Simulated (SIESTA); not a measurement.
Runs of SIESTA 5.4.2 on Cu. The cell holds a slab with vacuum, 6 atoms: a = 2.531 Å, b = 2.531 Å, c = 25.327 Å, α = 90.00°, β = 90.00°, γ = 120.00°. The slab is cut from a database's or a generator's crystal, which needn't be the stable form of the element.

```tsv
potentials or basis	gap on the mesh (eV)	largest force (eV/Å)
PseudoDojo 0.4 stringent (PBE files), DZP (energy shift 0.003 Ry; two zetas on semicore shells)	none	(a)
PseudoDojo 0.4 standard (PBE files), DZP (energy shift 0.003 Ry; two zetas on semicore shells)	none	0.15
Ansatz (PBE files), DZP (energy shift 0.003 Ry; two zetas on semicore shells)	none	0.15
SPMS 1.0 (PBE files) or PseudoDojo by element, DZP (energy shift 0.003 Ry; two zetas on semicore shells)	none	0.22
SG15 1.2 (PBE files) or PseudoDojo by element, DZP (energy shift 0.003 Ry; two zetas on semicore shells)	none	0.06
PseudoDojo 0.5 standard (PBE files), DZP (energy shift 0.003 Ry; two zetas on semicore shells)	none	0.15
```

Alike in all rows: task band structure; level PBE; no spin polarisation; cell as given; k mesh 12 × 12 × 1; smearing fermi-dirac 0.05 eV; grid cutoff 800 Ry; energy shift 0.003 Ry.

Estimate the missing entries.

(a) 0.13.

Caveats: the basis of atomic orbitals isn't converged, which shifts pressures, moduli and gaps; the valence orbitals were made in a potential fitted to the semicore shell under them, which widens gaps by tenths of an eV or more (some runs).

A gap of «none» marks a metal or a gap under the smearing width.
